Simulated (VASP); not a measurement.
# Sn (Fd-3m) in VASP: settings compared, part 2 of 2

VASP 6.6.1. The steps go on from the part before.

### Step 3. Relaxation of cell and atoms, BEEF-vdW

File INCAR:

```
SYSTEM = Sn
ALGO     = Normal         ! electronic algorithm
EDIFF    = 1E-6           ! SCF threshold, eV
EDIFFG   = -0.01          ! ionic threshold
ENCUT    = 600            ! plane-wave cutoff, eV
GGA      = BF             ! functional
IBRION   = 2              ! ionic algorithm
ISIF     = 3              ! what is computed and relaxed
ISMEAR   = -1             ! smearing method
LASPH    = .True.         ! aspherical terms in the spheres
LCHARG   = .False.        ! write CHGCAR
LREAL    = .False.        ! projectors in reciprocal space
LUSE_VDW = .True.       
LWAVE    = .False.        ! write WAVECAR
NELM     = 100            ! most SCF steps
NSW      = 60             ! ionic steps
PREC     = Accurate       ! precision mode
SIGMA    = 0.05           ! smearing width, eV
ZAB_VDW  = -1.8867
```

File KPOINTS:

```
k-points
0
Gamma
  7 7 7
  0 0 0
```

File POSCAR:

```
Sn
1.0
    0.0000000000      3.2333428000      3.2333428000
    3.2333428000      0.0000000000      3.2333428000
    3.2333428000      3.2333428000      0.0000000000
Sn
2
Direct
    0.7500000000      0.7500000000      0.7500000000
    0.5000000000      0.5000000000      0.5000000000
```

Potentials or basis: VASP PAW PBE potentials, release 64 (Sn_d).

Launch:

```sh
> cat potpaw_PBE.64/Sn_d/POTCAR > POTCAR
> mpirun -np 1 vasp_std > vasp.out
```

Wall time 3.6 min (1 thread of Intel Xeon 6975P-C (Granite Rapids), shared host); peak memory 0.57 GiB.

The run converged. Its results:

* Free energy: -1.2814 eV
* Relaxed volume: 37.93 Å³/atom
* Relaxed cell: a = 4.752 Å, b = 4.752 Å, c = 4.752 Å, α = 60.00°, β = 60.00°, γ = 60.00°
* Space group after relaxing (to 0.05 Å): Fd-3m (No. 227)
* Energy gained by relaxing: 57.0 meV/atom
* Ionic steps: 3
* Pressure after relaxing: 0.0 GPa
* Band gap on the k mesh: none (metal or under the smearing width)

Step by step:
```csv
step,energy change (eV),largest force (eV/Å),pressure (GPa),volume (Å³)
1,0.0000,0.0000,4.97,67.61
2,-0.1064,0.0000,-0.89,78.39
3,-0.1141,0.0000,0.00,75.87
```

Final structure:
```
Sn
1.0
     0.00000    3.35999    3.35999
     3.35999    0.00000    3.35999
     3.35999    3.35999    0.00000
Sn
2
Direct
  0.75000 0.75000 0.75000
  0.50000 0.50000 0.50000
```

Levels at points of the mesh, in eV from the Fermi level:
| k point | band 11 | band 12 | band 13 | band 14 | band 15 | band 16 | band 17 | band 18 |
| --- | --- | --- | --- | --- | --- | --- | --- | --- |
| (0.00, 0.00, 0.00) | -9.80 | -1.24 | 0.21 | 0.21 | 0.21 | 2.28 | 2.28 | 2.28 |

Caveat: the PAW data sets were made with another functional, which shifts forces and pressure a little; the volume moved by +12 % from the deposited cell, more than functionals usually miss.

### Step 4. Single point, PBE

File INCAR:

```
SYSTEM = Sn
  ALGO = Normal
  EDIFF = 1E-6
  ENCUT = 550
  GGA = PE
  ISIF = 2
  ISMEAR = 0
  LASPH = .True.
  LCHARG = .True.
  LELF = .True.
  LREAL = .False.
  LVHAR = .True.
  LWAVE = .False.
  NELM = 80
  PREC = Accurate
  SIGMA = 0.05
```

KPOINTS is that of step 3.

POSCAR is that of step 3.

Potentials or basis: VASP PAW PBE potentials, release 64 (Sn_d_GW).

Launch:

```sh
> cat potpaw_PBE.64/Sn_d_GW/POTCAR > POTCAR
> mpirun -np 1 vasp_std > vasp.out
```

It took 67 s on 1 thread of Intel Xeon Platinum 8488C (Sapphire Rapids), shared host; peak memory 0.21 GiB.

The run converged. Its results:

| Property | Result |
| --- | --- |
| Free energy | -7.6114 eV |
| Pressure | 3.7 GPa |
| Band gap on the k mesh | none (metal or under the smearing width) |

Levels at points of the mesh, in eV from the Fermi level:
```tsv
k point	band 11	band 12	band 13	band 14	band 15	band 16	band 17	band 18
(0.00, 0.00, 0.00)	-10.70	-0.59	0.07	0.07	0.07	2.14	2.14	2.14
```

### Step 5. Single point, PBE

File run.py:

```python
from ase.calculators.vasp import Vasp
from ase.dft.bandgap import bandgap
from ase.spacegroup import crystal

atoms = crystal(
    ['Sn'],
    basis=[[0.25, 0.25, 0.25]],
    spacegroup=227,
    setting=1,
    cellpar=[6.4666856, 6.4666856, 6.4666856, 90.0, 90.0, 90.0],
    primitive_cell=True,
)
calc = Vasp(
    directory='calc',
    xc='pbe',
    pp='PBE',
    setups='gw',
    prec='Accurate',
    encut=550,
    ediff=1e-06,
    ismear=0,
    sigma=0.05,
    lreal=False,
    lasph=True,
    nelm=100,
    algo='Normal',
    isif=2,
    lwave=False,
    lcharg=False,
    kpts=[7, 7, 7],
    gamma=True,
    nbands=21,
)
atoms.calc = calc

print('energy (eV):', atoms.get_potential_energy())
print('free energy (eV):', atoms.get_potential_energy(force_consistent=True))
print('forces (eV/A):')
print(atoms.get_forces())
print('stress (eV/A^3, Voigt):', atoms.get_stress())
print('Fermi level (eV):', calc.get_fermi_level())
gap, top, bottom = bandgap(calc)
print('band gap (eV):', gap, 'from (spin, k, band)', top, 'to', bottom)
```

Launch:

```sh
> python run.py
```

Run time: 79 s. Hardware: 1 thread of Intel Xeon Platinum 8488C (Sapphire Rapids), shared host; peak memory 0.21 GiB.

The run converged. Its results:

* Free energy: -7.6114 eV
* Pressure: 3.7 GPa
* Band gap on the k mesh: none (metal or under the smearing width)

Levels at points of the mesh, in eV from the Fermi level:
| k point | band 10 | band 11 | band 12 | band 13 | band 14 | band 15 | band 16 | band 17 | band 18 | band 19 |
| --- | --- | --- | --- | --- | --- | --- | --- | --- | --- | --- |
| (0.00, 0.00, 0.00) | -21.34 | -10.70 | -0.59 | 0.07 | 0.07 | 0.07 | 2.14 | 2.14 | 2.14 | 5.01 |

### Step 6. Single point, PBEsol

File INCAR:

```
SYSTEM = Sn
ALGO = Normal
EDIFF = 1E-7
ENCUT = 500
GGA = PS
ISIF = 2
ISMEAR = 0
LASPH = .True.
LCHARG = .True.
LELF = .True.
LREAL = .False.
LVHAR = .True.
LWAVE = .False.
NBANDS = 11
NELM = 60
PREC = Accurate
SIGMA = 0.1
```

KPOINTS is that of step 4.

POSCAR is that of step 4.

Potentials or basis: VASP PAW PBE potentials, release 64 (Sn).

Launch:

```sh
> cat potpaw_PBE.64/Sn/POTCAR > POTCAR
> mpirun -np 1 vasp_std > vasp.out
```

OUTCAR:

```text
SYSTEM = Sn
   EDIFF = 1E-7
   ENCUT = 500
   GGA = PS
   ISIF = 2
   ISMEAR = 0
   LASPH = .True.
   LREAL = .False.
   NELM = 60
   PREC = Accurate

 ion  position               nearest neighbor table
   1  0.750  0.750  0.750-   2 2.80   2 2.80   2 2.80   2 2.80
   2  0.500  0.500  0.500-   1 2.80   1 2.80   1 2.80   1 2.80

  LATTYP: Found a face centered cubic cell.
 ALAT       =     6.4666856000

  Lattice vectors:

 A1 = (   0.0000000000,   3.2333428000,   3.2333428000)
[... 462 lines left out ...]

------------------------ aborting loop because EDIFF is reached ----------------------------------------

  FORCE on cell =-STRESS in cart. coord.  units (eV):
  Direction    XX          YY          ZZ          XY          YZ          ZX
  --------------------------------------------------------------------------------------
  -------------------------------------------------------------------------------------
  Total        0.7139200      0.7139200      0.7139200      0.0000000      0.0000000      0.0000000
  in kB       16.9190085     16.9190085     16.9190085      0.0000000      0.0000000      0.0000000
  external PRESSURE =      16.9190085 kB  Pullay stress =       0.0000000 kB

 VOLUME and BASIS-vectors are now :
 -----------------------------------------------------------------------------
  energy-cutoff  :      500.00
  volume of cell :       67.61
      direct lattice vectors                 reciprocal lattice vectors
     0.000000000  3.233342800  3.233342800    -0.154638723  0.154638723  0.154638723
     3.233342800  0.000000000  3.233342800     0.154638723 -0.154638723  0.154638723
     3.233342800  3.233342800  0.000000000     0.154638723  0.154638723 -0.154638723

 POSITION                                       TOTAL-FORCE (eV/Angst)
 -----------------------------------------------------------------------------------
      4.85001      4.85001      4.85001         0.000000      0.000000      0.000000
      3.23334      3.23334      3.23334        -0.000000     -0.000000     -0.000000
 -----------------------------------------------------------------------------------
    total drift:                                0.000000      0.000000      0.000000

  FREE ENERGIE OF THE ION-ELECTRON SYSTEM (eV)
  ---------------------------------------------------
  free  energy   TOTEN  =        -8.3924671364 eV

  energy  without entropy=       -8.3913448513  energy(sigma->0) =       -8.39190599
```

stdout:

```text
POSCAR found type information on POSCAR Sn
 POSCAR found :  1 types and       2 ions
 scaLAPACK will be used
 -----------------------------------------------------------------------------
|                                                                             |
|                                                                             |
|     You enforced a specific xc type in the INCAR file but a different       |
|     I HOPE YOU KNOW WHAT YOU ARE DOING!                                     |
|                                                                             |
 -----------------------------------------------------------------------------

 LDA part: xc-table for (Slater+PW92), standard interpolation
 POSCAR, INCAR and KPOINTS ok, starting setup
 FFT: planning ... GRIDC
 FFT: planning ... GRID_SOFT
 FFT: planning ... GRID
 WAVECAR not read
 entering main loop
```

Wall time 15 s (1 thread of Intel Xeon Platinum 8488C (Sapphire Rapids), shared host); peak memory 0.2 GiB.

Results:

```yaml
Free_energy: -8.3925 eV
Pressure: 1.7 GPa
Band_gap_on_the_k_mesh: none (metal or under the smearing width)
```

Caveat: the PAW data sets were made with another functional, which shifts forces and pressure a little.

### Step 7. For comparison

An earlier run on the cell as given: functional PBE; potentials or basis VASP PAW PBE potentials, release 64 (Sn_d); cutoff 520 eV; k mesh 7 × 7 × 7; occupations fermi-dirac, width 0.05 eV; no spin polarisation.

* Pressure: 3.8 GPa
* Band gap on the k mesh: none (metal or under the smearing width)

### Step 8. Overview

| task | level | potentials or basis | cell | cutoff (eV) | smearing | gap on the mesh (eV) | pressure (GPa) | relaxed volume (Å³/atom) |
| --- | --- | --- | --- | --- | --- | --- | --- | --- |
| relaxation of cell and atoms | optB88-vdW | VASP PAW PBE potentials, release 64 (Sn_d) | relaxed | 600 | fermi-dirac 0.05 eV | none | 0.0 | 36.52 |
| relaxation of cell and atoms | BEEF-vdW | VASP PAW PBE potentials, release 64 (Sn_d) | relaxed | 600 | fermi-dirac 0.05 eV | none | 0.0 | 37.93 |
| single point | PBE | VASP PAW PBE potentials, release 64 (Sn_d_GW) | as given | 550 | gaussian 0.05 eV | none | 3.7 | - |
| single point | PBEsol | VASP PAW PBE potentials, release 64 (Sn) | as given | 500 | gaussian 0.1 eV | none | 1.7 | - |
| single point | PBE | VASP PAW PBE potentials, release 64 (Sn_d) | as given | 520 | fermi-dirac 0.05 eV | none | 3.8 | - |

Alike in all rows: no spin polarisation; k mesh 7 × 7 × 7.

Caveats: the PAW data sets were made with another functional, which shifts forces and pressure a little (some runs); the volume moved by +12 % from the deposited cell, more than functionals usually miss (some runs).

Total energies depend on the potentials used, so only differences within one code and one set of settings carry meaning.
